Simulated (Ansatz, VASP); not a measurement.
# Au: VASP beside Ansatz

```
Au
1.0
     2.94010    0.00000    0.00000
    -1.47005    2.54620    0.00000
     0.00000    0.00000   23.20170
Au
4
Direct
  0.00000 0.00000 0.34480
  0.33333 0.66667 0.44827
  0.66667 0.33333 0.55173
  0.00000 0.00000 0.65520
```

The slab is cut from a database's or a generator's crystal, which needn't be the stable form of the element.

Alike in both runs: task single point; functional PBE; k mesh 13 × 13 × 1; occupations fermi-dirac, width 0.05 eV; no spin polarisation.

```csv
,VASP,Ansatz
version,VASP 6.6.1,Ansatz 0.2.0
potentials or method,"VASP PAW PBE potentials, release 64 (Au), cutoff 520 eV","all-electron LAPW, scalar-relativistic"
```

Ansatz gave:

- rms of the force components (eV/Å): 0.061

**Question.** What did VASP give for the same quantities?

**Answer.** rms of the force components (eV/Å): 0.059.

Atom by atom the forces differ by 0.003 eV/Å (rms over components). Ansatz ran all-electron here, so the differences hold the error of VASP's frozen core and of both bases.

The runs have no spin-orbit coupling, so splittings on Au are missing.
